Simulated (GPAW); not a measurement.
# AlN (Fm-3m) in GPAW: a series of runs

Aim: see how the results for AlN move with the level of theory and the settings. Levels: LDA, AM05, PBE, RPBE. Tasks: dielectric tensor, G0W0 quasiparticle levels.

Program: GPAW 26.7.0. These are calculated values, not measurements. Logs are shortened: lines on timing, memory, paths and dates and some standing lists are left out, and cuts for length are marked. The log counts tension as positive stress, the text compression.

## Step 1: The crystal as given

The structure is cubic, space group Fm-3m (No. 225). The conventional cell has a = 4.069 Å, b = 4.069 Å, c = 4.069 Å, α = 90.00°, β = 90.00°, γ = 90.00°. Around Al (site symmetry m-3m) lie 6 N at 2.03 Å. N (site symmetry m-3m) is surrounded by 6 Al at 2.03 Å.

Measurements of this composition are mostly on another form, of space group No. 186.

## Step 2: Dielectric tensor, LDA

run.py reads:

```python
import numpy as np
from ase import Atoms
from ase.dft.bandgap import bandgap
from ase.io import write
from gpaw import GPAW, PW
from gpaw.response.df import DielectricFunction

atoms = Atoms(['Al', 'N'],
              cell=[[0.0, 2.034518, 2.034518],
                    [2.034518, 0.0, 2.034518],
                    [2.034518, 2.034518, 0.0]],
              scaled_positions=[[0.5, 0.5, 0.5],
                                [0.0, 0.0, 0.0]],
              pbc=True)

calc = GPAW(mode=PW(650),
            xc='LDA',
            kpts={'size': (9, 9, 9), 'gamma': True},
            occupations={'name': 'fermi-dirac', 'width': 0.001},
            nbands=11,
            convergence={'density': 1e-06},
            maxiter=150,
            txt='gpaw.txt')
atoms.calc = calc
energy = atoms.get_potential_energy()
calc.write('gs.gpw')
write('result.traj', atoms)
print(f'Energy: {energy:.6f} eV')
print('Fermi level:', round(calc.get_fermi_level(), 4), 'eV')
print(f'Gap: {bandgap(calc)[0]:.4f} eV, direct: {bandgap(calc, direct=True)[0]:.4f} eV')

for size in [(28, 28, 28)]:
    name = 'x'.join(str(n) for n in size)
    dense = calc.fixed_density(kpts={'size': size, 'gamma': True},
                               nbands=30, convergence={'bands': 24, 'eigenstates': 1e-7},
                               update_fermi_level=True, txt=f'dense-{name}.txt')
    dense.write(f'{name}.gpw', mode='all')
    df = DielectricFunction(f'{name}.gpw', frequencies=np.array([0.0]), hilbert=False, eta=0.001,
                            ecut=80, nbands=24, intraband=False, txt=f'df-{name}.txt')
    for xc in ['RPA']:
        for direction in ['x', 'y', 'z', [0, 1, 1], [1, 0, 1], [1, 1, 0]]:
            e0, e = df.get_macroscopic_dielectric_constant(xc=xc, direction=direction)
            print(f'{name} {xc} {direction}: {e0:.4f} without, {e:.4f} with local fields')
```

Potentials or basis: the program's PAW data sets (release 1.2.1) made for this functional, pw.

On the command line:

```console
$ OMP_NUM_THREADS=1 python run.py
```

gpaw.txt:

```text
__  _  _
 | _ |_)|_||  |
 |__||  | ||/\| - 26.7.0

Input parameters:
  mode=PW(ecut=650.0),
  convergence={'density': 1e-06},
  kpts=MonkhorstPack(size=(9, 9, 9), gamma=True),
  maxiter=150,
  nbands=11,
  occupations=Occupations(name='fermi-dirac', width=0.001),
  xc=XC(name='LDA')

Diagonalizing LCAO Hamiltonian
Converting LCAO to pw mode

              Al

       N

Atoms  # Å, Bohr magnetons
|   | symbol |        x |        y |        z |    initial magnetic moments |
|---|--------|----------|----------|----------|-----------------------------|
| 0 |     Al | 2.034518 | 2.034518 | 2.034518 | ( 0.0000,  0.0000,  0.0000) |
| 1 |      N | 0.000000 | 0.000000 | 0.000000 | ( 0.0000,  0.0000,  0.0000) |

Unit cell  # Å
| periodic |        x |        y |        z |  lengths |    angles |
|----------|----------|----------|----------|----------|-----------|
|      yes | 0.000000 | 2.034518 | 2.034518 | 2.877243 | 60.000000 |
|      yes | 2.034518 | 0.000000 | 2.034518 | 2.877243 | 60.000000 |
|      yes | 2.034518 | 2.034518 | 0.000000 | 2.877243 | 60.000000 |

Number of symmetries: 48
Symmetry operations  # r_c * U_cc + t_c -> r_c
|    | kind |            matrix            |
|----|------|------------------------------|
|  0 |  σ   |  1, 0, 0,  1, 0,-1,  1,-1, 0 |
|  1 |  C2  |  1, 0, 0,  1,-1, 0,  1, 0,-1 |
|  2 |  E   |  1, 0, 0,  0, 1, 0,  0, 0, 1 |
|  3 |  σ   |  1, 0, 0,  0, 0, 1,  0, 1, 0 |
|  4 |  C4  |  1, 0,-1,  1, 0, 0,  1,-1, 0 |
|  5 |  S6  |  1, 0,-1,  1,-1, 0,  1, 0, 0 |
|  6 |  σ   |  1, 0,-1,  0, 1,-1,  0, 0,-1 |
|  7 |  C3  |  1, 0,-1,  0, 0,-1,  0, 1,-1 |
|  8 |  S6  |  1,-1, 0,  1, 0, 0,  1, 0,-1 |
|  9 |  C4  |  1,-1, 0,  1, 0,-1,  1, 0, 0 |
| 10 |  C3  |  1,-1, 0,  0,-1, 1,  0,-1, 0 |
| 11 |  σ   |  1,-1, 0,  0,-1, 0,  0,-1, 1 |
| 12 |  σ   |  0, 1, 0,  1, 0, 0,  0, 0, 1 |
| 13 |  C4  |  0, 1, 0,  0, 1,-1, -1, 1, 0 |
| 14 |  C3  |  0, 1, 0,  0, 0, 1,  1, 0, 0 |
| 15 |  S6  |  0, 1, 0, -1, 1, 0,  0, 1,-1 |
| 16 |  C2  |  0, 1,-1,  1, 0,-1,  0, 0,-1 |
| 17 |  σ   |  0, 1,-1,  0, 1, 0, -1, 1, 0 |
| 18 |  S4  |  0, 1,-1,  0, 0,-1,  1, 0,-1 |
| 19 |  C4  |  0, 1,-1, -1, 1, 0,  0, 1, 0 |
| 20 |  C3  |  0, 0, 1,  1, 0, 0,  0, 1, 0 |
| 21 |  σ   |  0, 0, 1,  0, 1, 0,  1, 0, 0 |
| 22 |  S6  |  0, 0, 1,  0,-1, 1, -1, 0, 1 |
| 23 |  C4  |  0, 0, 1, -1, 0, 1,  0,-1, 1 |
| 24 |  S4  |  0, 0,-1,  1, 0,-1,  0, 1,-1 |
| 25 |  C3  |  0, 0,-1,  0, 1,-1,  1, 0,-1 |
| 26 |  C2  |  0, 0,-1,  0,-1, 0, -1, 0, 0 |
| 27 |  S6  |  0, 0,-1, -1, 0, 0,  0,-1, 0 |
| 28 |  S4  |  0,-1, 1,  1,-1, 0,  0,-1, 0 |
| 29 |  C4  |  0,-1, 1,  0, 0, 1, -1, 0, 1 |
| 30 |  C2  |  0,-1, 1,  0,-1, 0,  1,-1, 0 |
| 31 |  σ   |  0,-1, 1, -1, 0, 1,  0, 0, 1 |
| 32 |  C3  |  0,-1, 0,  1,-1, 0,  0,-1, 1 |
| 33 |  S6  |  0,-1, 0,  0, 0,-1, -1, 0, 0 |
| 34 |  S4  |  0,-1, 0,  0,-1, 1,  1,-1, 0 |
| 35 |  C2  |  0,-1, 0, -1, 0, 0,  0, 0,-1 |
| 36 |  C2  | -1, 1, 0,  0, 1, 0,  0, 1,-1 |
| 37 |  S6  | -1, 1, 0,  0, 1,-1,  0, 1, 0 |
| 38 |  S4  | -1, 1, 0, -1, 0, 1, -1, 0, 0 |
| 39 |  C3  | -1, 1, 0, -1, 0, 0, -1, 0, 1 |
| 40 |  S6  | -1, 0, 1,  0, 0, 1,  0,-1, 1 |
| 41 |  C2  | -1, 0, 1,  0,-1, 1,  0, 0, 1 |
| 42 |  C3  | -1, 0, 1, -1, 1, 0, -1, 0, 0 |
| 43 |  S4  | -1, 0, 1, -1, 0, 0, -1, 1, 0 |
| 44 |  C2  | -1, 0, 0,  0, 0,-1,  0,-1, 0 |
| 45 |  i   | -1, 0, 0,  0,-1, 0,  0, 0,-1 |
| 46 |  σ   | -1, 0, 0, -1, 1, 0, -1, 0, 1 |
| 47 |  C2  | -1, 0, 0, -1, 0, 1, -1, 1, 0 |

BZ-sampling:
  Number of BZ points: 729
  Number of IBZ points: 35

  Monkhorst-Pack size: [9, 9, 9]
  Monkhorst-Pack shift: [0, 0, 0]

K-points  # in reciprocal-cell coordinates
|     |                                coordinates |     weight |
|-----|--------------------------------------------|------------|
|   0 | (  0.00000000,   0.00000000,   0.00000000) | 0.00137174 |
|   1 | (  0.11111111,   0.11111111,   0.00000000) | 0.00823045 |
|   2 | (  0.11111111,   0.11111111,   0.11111111) | 0.01097394 |
|   3 | (  0.22222222,   0.11111111,   0.11111111) | 0.01646091 |
|   4 | (  0.22222222,   0.22222222,   0.00000000) | 0.00823045 |
|   5 | (  0.22222222,   0.22222222,   0.11111111) | 0.03292181 |
|   6 | (  0.22222222,   0.22222222,   0.22222222) | 0.01097394 |
|   7 | (  0.33333333,   0.22222222,   0.11111111) | 0.03292181 |
|   8 | (  0.33333333,   0.22222222,   0.22222222) | 0.03292181 |
|   9 | (  0.33333333,   0.33333333,  -0.33333333) | 0.01646091 |
| ... |                                            |            |
|  34 | (  0.44444444,   0.44444444,   0.44444444) | 0.01097394 |

Plane wave coefficients: 644
Cutoff: 650.0 eV

Spin-components: 1 (collinear spins)
Bands:           11
Projectors:      10
Spin-degeneracy: 2
Datatype:        complex128

Parallelization:
  kpt:    1
  domain: 1
  band:   1

Density:
  Valence electrons: 8.0
  Components: 1
  Grid points: [18 18 18]
  Charge: 0.0  # |e|

Potential:
  Grid points: [18 18 18]

species:
  Al:
    name:    Aluminium
    Z:       13.0
    valence: 3
    core:    10
    charge:  0.0  # [|e|]
    compensation charges:
      type: gauss
      rc: 0.34  # [Å]
      lmax: 2
    cutoffs:
      filter: 1.91  # [Å]
      core: 2.36  # [Å]
    projectors
    | kind |    occ | energy [eV] | rcut [Å] |
    |------|--------|-------------|----------|
    |   3s |  2.000 |      -7.830 |    1.085 |
    |   3p |  1.000 |      -2.783 |    1.085 |
    |    s |        |      19.382 |    1.085 |
    |    p |        |      24.428 |    1.085 |
    |    d |        |       0.000 |    1.085 |

    Using partial waves for Al as LCAO basis

  N:
    name:    Nitrogen
    Z:       7.0
    valence: 5
    core:    2
    charge:  0.0  # [|e|]
    compensation charges:
      type: gauss
      rc: 0.18  # [Å]
      lmax: 2
    cutoffs:
      filter: 1.11  # [Å]
      core: 0.96  # [Å]
    projectors
    | kind |    occ | energy [eV] | rcut [Å] |
    |------|--------|-------------|----------|
    |   2s |  2.000 |     -18.420 |    0.603 |
    |   2p |  3.000 |      -7.237 |    0.529 |
    |    s |        |       8.791 |    0.603 |
    |    p |        |      19.974 |    0.529 |
    |    d |        |       0.000 |    0.577 |

    Using partial waves for N as LCAO basis

Reference energy: -8049.295751  # eV

eigensolver:
  PPCG
  Converge bands: occupied
  niter=2

density mixing:
  MSR1-Mixer
  Pratt-step length: 0.05
  Maximum mixing coefficient: 0.75
  Old densities: 10
  SVD Regularization: 0.005
  Good broyden scale: 1.0
  Trust region scale: 1.0
  Backstep threshold: 4.0
  History deletion threshold: 6.0
  Fourier metric: weight=20.0, sigma=0.015

occupation numbers:
  Fermi-Dirac:
    width: 0.0010  # eV

poisson solver:
  ecut: 5200.0  # eV

xc functional:
  name: None

convergence criteria:
- Maximum integral of absolute [dens]ity change: 1e-06 electrons / valence electron
- Maximum [total energy] change in last 3 cyles: 0.0005 eV / valence electron
- Maximum integral of absolute [eigenst]ate change: 4e-08 eV^2 / valence electron
maximum number of iterations: 150

SCF iterations
|iter     | |      energy | eigst |  dens |
|---------|-|-------------|-------|-------|
|iter:   1| |  -17.602726 | -0.11 |       |
|iter:   2| |  -17.239175 | -2.42 | -0.63 |
|iter:   3| |  -16.127213 | -1.15 | -0.68 |
|iter:   4| |  -16.126572 | -3.66 | -1.34 |
|iter:   5| |  -16.127447c| -4.16 | -1.66 |
|iter:   6| |  -16.127462c| -6.32 | -2.95 |
|iter:   7| |  -16.127465c| -6.76 | -3.35 |
|iter:   8| |  -16.127465c| -8.21c| -5.03 |
|iter:   9| |  -16.127465c| -9.27c| -5.56 |
|iter:  10| |  -16.127465c|-10.19c| -6.45c|

Converged in 10 steps
Energy contributions relative to reference atoms: (reference = -8049.295751)

Energy contributions:
  Kinetic:          11.952106
  Coulomb:          -8.657246
  Zero:              0.008313
  External:          0.000000
  Xc:              -19.430638
  Entropy:          -0.000000
  Spinorbit:         0.000000
  ----------------------------
  Free energy:     -16.127465
  Extrapolated:    -16.127465

dipole moment: (-10.074038, -10.074038, -10.074038)  # |e|*Ang

Fermi level: 10.476
Eigenvalues  # (at kpt = [0.000, 0.000, 0.000])
| band index |      eig [eV] | occ [0-2] |
|------------|---------------|-----------|
|          0 |        -7.808 |     2.000 |
|          1 |         9.472 |     2.000 |
|          2 |         9.472 |     2.000 |
|          3 |         9.472 |     2.000 |
|          4 |        14.930 |     0.000 |
|          5 |        21.422 |     0.000 |
|          6 |        21.422 |     0.000 |
|          7 |        21.422 |     0.000 |
|          8 |        26.745 |     0.000 |
|          9 |        26.986 |     0.000 |
|         10 |        27.708 |     0.000 |

Gap: 4.443 eV
Transition (v -> c):
  (s=0, k=0, n=3, [0.00, 0.00, 0.00]) -> (s=0, k=30, n=4, [0.44, 0.44, 0.00])
Direct/indirect transitions are different
Direct gap: 5.458 eV
Transition at: (s=0, k=0, n=3, [0.00, 0.00, 0.00])
# Writing to gs.gpw (mode='')
```

It took 3.1 min on 1 thread of AMD EPYC 7B13 (Zen 3), shared host; peak memory 0.56 GiB.

What came out:

```yaml
Free_energy: -16.1275 eV
Band_gap_on_the_k_mesh: 4.44 eV, indirect (least direct gap 5.46 eV)
Electronic_dielectric_tensor_diagonal: 4.99
```

Electronic dielectric tensor:
```
4.99 0.00 0.00
0.00 4.99 0.00
0.00 0.00 4.99
```

Caveat: the long-wavelength limit can be off by a per cent or two.

## Step 3: Dielectric tensor, AM05

run.py: that of step 2 with these lines changed.

```diff
@@ -4,4 +4,6 @@
 from ase.io import write
-from gpaw import GPAW, PW
+from gpaw import GPAW, PW, setup_paths
 from gpaw.response.df import DielectricFunction
+
+setup_paths.insert(0, '.')
 
@@ -16,3 +18,3 @@
 calc = GPAW(mode=PW(650),
-            xc='LDA',
+            xc='AM05',
             kpts={'size': (9, 9, 9), 'gamma': True},
```

Potentials or basis: PAW data sets generated in the run's folder for this functional, pw.

On the command line:

```console
$ gpaw-setup -f AM05 Al N
$ OMP_NUM_THREADS=1 python run.py
```

gpaw.txt:

```text
__  _  _
 | _ |_)|_||  |
 |__||  | ||/\| - 26.7.0

Input parameters:
  mode=PW(ecut=650.0),
  convergence={'density': 1e-06},
  kpts=MonkhorstPack(size=(9, 9, 9), gamma=True),
  maxiter=150,
  nbands=11,
  occupations=Occupations(name='fermi-dirac', width=0.001),
  xc=XC(name='AM05')

Diagonalizing LCAO Hamiltonian
Converting LCAO to pw mode

              Al

       N

Atoms  # Å, Bohr magnetons
|   | symbol |        x |        y |        z |    initial magnetic moments |
|---|--------|----------|----------|----------|-----------------------------|
| 0 |     Al | 2.034518 | 2.034518 | 2.034518 | ( 0.0000,  0.0000,  0.0000) |
| 1 |      N | 0.000000 | 0.000000 | 0.000000 | ( 0.0000,  0.0000,  0.0000) |

Unit cell  # Å
| periodic |        x |        y |        z |  lengths |    angles |
|----------|----------|----------|----------|----------|-----------|
|      yes | 0.000000 | 2.034518 | 2.034518 | 2.877243 | 60.000000 |
|      yes | 2.034518 | 0.000000 | 2.034518 | 2.877243 | 60.000000 |
|      yes | 2.034518 | 2.034518 | 0.000000 | 2.877243 | 60.000000 |

Number of symmetries: 48
Symmetry operations  # r_c * U_cc + t_c -> r_c
|    | kind |            matrix            |
|----|------|------------------------------|
|  0 |  σ   |  1, 0, 0,  1, 0,-1,  1,-1, 0 |
|  1 |  C2  |  1, 0, 0,  1,-1, 0,  1, 0,-1 |
|  2 |  E   |  1, 0, 0,  0, 1, 0,  0, 0, 1 |
|  3 |  σ   |  1, 0, 0,  0, 0, 1,  0, 1, 0 |
|  4 |  C4  |  1, 0,-1,  1, 0, 0,  1,-1, 0 |
|  5 |  S6  |  1, 0,-1,  1,-1, 0,  1, 0, 0 |
|  6 |  σ   |  1, 0,-1,  0, 1,-1,  0, 0,-1 |
|  7 |  C3  |  1, 0,-1,  0, 0,-1,  0, 1,-1 |
|  8 |  S6  |  1,-1, 0,  1, 0, 0,  1, 0,-1 |
[... 155 lines left out ...]
  Fermi-Dirac:
    width: 0.0010  # eV

poisson solver:
  ecut: 5200.0  # eV

xc functional:
  name: AM05 with 2 nearest neighbor stencil

convergence criteria:
- Maximum integral of absolute [dens]ity change: 1e-06 electrons / valence electron
- Maximum [total energy] change in last 3 cyles: 0.0005 eV / valence electron
- Maximum integral of absolute [eigenst]ate change: 4e-08 eV^2 / valence electron
maximum number of iterations: 150

SCF iterations
|iter     | |      energy | eigst |  dens |
|---------|-|-------------|-------|-------|
|iter:   1| |  -16.264971 | -0.10 |       |
|iter:   2| |  -15.933800 | -2.48 | -0.64 |
|iter:   3| |  -14.920277 | -1.18 | -0.69 |
|iter:   4| |  -14.931215 | -3.48 | -1.36 |
|iter:   5| |  -14.936500 | -3.76 | -1.68 |
|iter:   6| |  -14.936561 | -5.71 | -2.89 |
|iter:   7| |  -14.936571c| -6.33 | -3.28 |
|iter:   8| |  -14.936571c| -7.95c| -4.84 |
|iter:   9| |  -14.936571c| -8.72c| -5.27 |
|iter:  10| |  -14.936571c|-10.19c| -6.24c|

Converged in 10 steps
Energy contributions relative to reference atoms: (reference = -8054.153416)

Energy contributions:
  Kinetic:          12.575051
  Coulomb:          -9.280175
  Zero:              0.009410
  External:          0.000000
  Xc:              -18.240857
  Entropy:          -0.000000
  Spinorbit:         0.000000
  ----------------------------
  Free energy:     -14.936571
  Extrapolated:    -14.936571

dipole moment: (-10.086506, -10.086506, -10.086506)  # |e|*Ang

Fermi level: 10.751
Eigenvalues  # (at kpt = [0.000, 0.000, 0.000])
| band index |      eig [eV] | occ [0-2] |
|------------|---------------|-----------|
|          0 |        -7.697 |     2.000 |
|          1 |         9.701 |     2.000 |
|          2 |         9.701 |     2.000 |
|          3 |         9.701 |     2.000 |
|          4 |        15.073 |     0.000 |
|          5 |        21.608 |     0.000 |
|          6 |        21.608 |     0.000 |
|          7 |        21.608 |     0.000 |
|          8 |        26.714 |     0.000 |
|          9 |        28.137 |     0.000 |
|         10 |        28.137 |     0.000 |

Gap: 4.556 eV
Transition (v -> c):
  (s=0, k=0, n=3, [0.00, 0.00, 0.00]) -> (s=0, k=30, n=4, [0.44, 0.44, 0.00])
Direct/indirect transitions are different
Direct gap: 5.372 eV
Transition at: (s=0, k=0, n=3, [0.00, 0.00, 0.00])
# Writing to gs.gpw (mode='')
```

stdout:

```text
Energy: -14.936571 eV
Fermi level: 10.751 eV
Gap: 4.5559 eV, direct: 5.3721 eV
28x28x28 RPA x: 5.3822 without, 5.0314 with local fields
28x28x28 RPA y: 5.3822 without, 5.0314 with local fields
28x28x28 RPA z: 5.3822 without, 5.0314 with local fields
28x28x28 RPA [0, 1, 1]: 5.3822 without, 5.0314 with local fields
28x28x28 RPA [1, 0, 1]: 5.3822 without, 5.0314 with local fields
28x28x28 RPA [1, 1, 0]: 5.3822 without, 5.0314 with local fields
```

It took 3.5 min on 1 thread of AMD EPYC 7B13 (Zen 3), shared host; peak memory 0.56 GiB.

Results:

- Free energy: -14.9366 eV
- Band gap on the k mesh: 4.56 eV, indirect (least direct gap 5.37 eV)
- Electronic dielectric tensor (diagonal): 5.03

Electronic dielectric tensor:
```
5.03 0.00 0.00
0.00 5.03 0.00
0.00 0.00 5.03
```

Caveat: the long-wavelength limit can be off by a per cent or two. A k mesh can miss the band edges.

(Part 1 of 2 ends here.)
